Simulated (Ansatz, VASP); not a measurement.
## Two plane-wave programs on TaN

```
CELL_PARAMETERS angstrom
2.93615 0.00000 0.00000
-1.46808 2.54278 0.00000
0.00000 0.00000 2.88462
ATOMIC_POSITIONS crystal
Ta 0.33333 0.66667 0.50000
N 0.00000 0.00000 0.00000
```

Alike in both runs: functional r2SCAN; k mesh 18 × 18 × 14; occupations gaussian, width 0.1 eV; no spin polarisation.

Ansatz relaxed the structure, and its values are those at the end. VASP's run is a single point on that final structure, the one shown.

|  | VASP | Ansatz |
| --- | --- | --- |
| version | VASP 6.6.1 | Ansatz 0.2.0 |
| potentials or method | VASP PAW PBE potentials, release 64 (Ta_pv, N) | scalar-relativistic, plane waves, PAW |
| plane-wave cutoff (eV) | 520 | 500 |
| valence electrons in the cell | 16 | 18 |

Ansatz gave:

```
gap on the k mesh at the Fermi level (eV) : none
pressure (GPa)                            : 0.0
```

**Question.** Which values does VASP return?

**Answer.** gap on the k mesh at the Fermi level (eV): none; pressure (GPa): 1.6.

A gap of «none» marks a metal or a gap that the smearing closes. With one functional, cell and mesh, what is left measures potentials, basis and numerics. The two sets of potentials don't hold the same shells in valence.

Caveats: the PAW data sets were made with another functional, which shifts forces and pressure a little (VASP). The runs have no spin-orbit coupling, so splittings on Ta are missing.
